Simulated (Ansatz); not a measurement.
**Energy landscape near a Al structure**

Level of theory: DFT PBE, scalar-relativistic, plane waves, PAW in Ansatz.

Settings: cutoff 420 eV, Γ-centred mesh 18×18×6 on the computed 4-atom cell, Gaussian smearing of 0.10 eV; no spin polarisation.

Reference cell:

```yaml
crystal:
  lattice:
    - [2.82708, 0.00000, 0.00000]
    - [-1.41354, 2.44832, 0.00000]
    - [0.00000, 0.00000, 9.18599]
  atoms:
    - { symbol: Al, position: [0.00000, 0.00000, 0.00000] }
    - { symbol: Al, position: [0.33333, 0.66667, 0.25000] }
    - { symbol: Al, position: [0.00000, 0.00000, 0.50000] }
    - { symbol: Al, position: [0.66667, 0.33333, 0.75000] }
```

Each variant moves atoms of this cell by the vectors given, if any (Å), and then applies a symmetric strain (tensor components, Cartesian axes). The reference cell isn't relaxed at this level. Energies are per atom at zero smearing, counted from the lowest variant. Pressure is positive in compression.

1. strain (xx yy zz yz xz xy, %) 0.42 0.42 3.42 0.00 0.00 0.00
2. strain (xx yy zz yz xz xy, %) -2.71 -2.71 6.29 0.00 0.00 0.00
3. strain (xx yy zz yz xz xy, %) -2.02 -2.02 0.98 0.00 0.00 0.00; moves: Al1 (0.000, 0.000, 0.060); Al2 (0.000, 0.000, -0.060); Al3 (0.000, 0.000, 0.060); Al4 (0.000, 0.000, -0.060)
4. strain (xx yy zz yz xz xy, %) -0.29 -0.29 8.71 0.00 0.00 0.00

(1) Order the variants by energy, lowest first.

(2) Order them by pressure, highest first.

## Answers

(1) 1 (0.0 meV/atom), 4 (15.1 meV/atom), 2 (20.8 meV/atom), 3 (44.0 meV/atom).

(2) 3 (7.23 GPa), 2 (3.72 GPa), 1 (-0.06 GPa), 4 (-2.00 GPa).

This form isn't the element's structure at ambient conditions.